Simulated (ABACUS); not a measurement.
A run of ABACUS 3.10.1:

File INPUT:

```
INPUT_PARAMETERS
suffix              Ge
calculation         nscf
basis_type          pw
pseudo_dir          ./
symmetry            -1
dft_functional      MGGA_X_R2SCAN+MGGA_C_R2SCAN
ecutwfc             91.0
pseudo_rcut         10
nspin               1
nbands              24
ks_solver           dav
smearing_method     fd
smearing_sigma      0.00367493
scf_thr             1e-08
scf_nmax            100
mixing_type         broyden
mixing_beta         0.7
mixing_tau          1
init_chg            file
pw_diag_thr         1e-07
out_band            1
kpar                4
```

STRU

```
ATOMIC_SPECIES
Ge 72.6300 Ge_ONCV_PBE-1.2.upf

LATTICE_CONSTANT
7.5601949712

LATTICE_VECTORS
0.0000000000 0.7071067812 0.7071067812
0.7071067812 0.0000000000 0.7071067812
0.7071067812 0.7071067812 0.0000000000

ATOMIC_POSITIONS
Cartesian

Ge
0.0
2
1.0606601718 1.0606601718 1.0606601718 1 1 1
0.7071067812 0.7071067812 0.7071067812 1 1 1
```

Contents of KPT:

```
K_POINTS
12
Line
0.00000000 0.00000000 0.00000000 10 // G
0.50000000 0.00000000 0.50000000 10 // X
0.50000000 0.25000000 0.75000000 10 // W
0.37500000 0.37500000 0.75000000 10 // K
0.00000000 0.00000000 0.00000000 10 // G
0.50000000 0.50000000 0.50000000 10 // L
0.62500000 0.25000000 0.62500000 10 // U
0.50000000 0.25000000 0.75000000 10 // W
0.50000000 0.50000000 0.50000000 10 // L
0.37500000 0.37500000 0.75000000 1 // K
0.62500000 0.25000000 0.62500000 10 // U
0.50000000 0.00000000 0.50000000 1 // X
```

Potentials or basis: SG15 ONCV 1.2 PBE, plane waves.

Run with:

```sh
$ OMP_NUM_THREADS=1 mpirun -np 4 abacus > log
```

Hardware: 4 MPI ranks on Intel(R) Xeon(R) Platinum 8259CL CPU @ 2.50GHz (Skylake/Cascade Lake) (shared host).

Problem. Estimate the wall time of this run.

Solution. Run time: 89 s on 4 MPI ranks on Intel(R) Xeon(R) Platinum 8259CL CPU @ 2.50GHz (Skylake/Cascade Lake), with other jobs on the host, peak memory 0.56 GiB a rank. Counts: scf iterations 1, k points 102, bands 24, ranks 4.
